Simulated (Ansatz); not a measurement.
Crystal: Pt.

```
CELL_PARAMETERS angstrom
0.00000 1.96090 1.96090
1.96090 0.00000 1.96090
1.96090 1.96090 0.00000
ATOMIC_POSITIONS crystal
Pt 0.00000 0.00000 0.00000
```

Base run:

| Property | Result |
| --- | --- |
| Program | Ansatz 0.2.0 |
| Functional | r2SCAN |
| Potentials or basis | Ansatz PAW |
| Cutoff | 500 eV |
| Density cutoff | 2000 eV |
| k mesh | 9 × 9 × 9 |
| Occupations | fermi-dirac, width 0.05 eV |
| Spin | spin-orbit coupling, no magnetisation |

Its results: band gap on the k mesh none (metal or under the smearing width); pressure 3.6 GPa.

Problem. After a change of settings the same cell gave: band gap on the k mesh none (metal or under the smearing width); pressure -6.2 GPa. Which change was it?
A. functional from r2SCAN to LDA; cutoff from 500 eV to 420 eV; density cutoff from 2000 eV to 1680 eV
B. functional from r2SCAN to PBEsol; cutoff from 500 eV to 420 eV; density cutoff from 2000 eV to 1680 eV
C. functional from r2SCAN to PBE; cutoff from 500 eV to 420 eV; density cutoff from 2000 eV to 1680 eV

Solution. A.

Caveats: the PAW data sets come from PBE, with cores solved anew for the run's functional, which leaves a small shift of forces and pressure.

Not every run made on this cell is shown here.
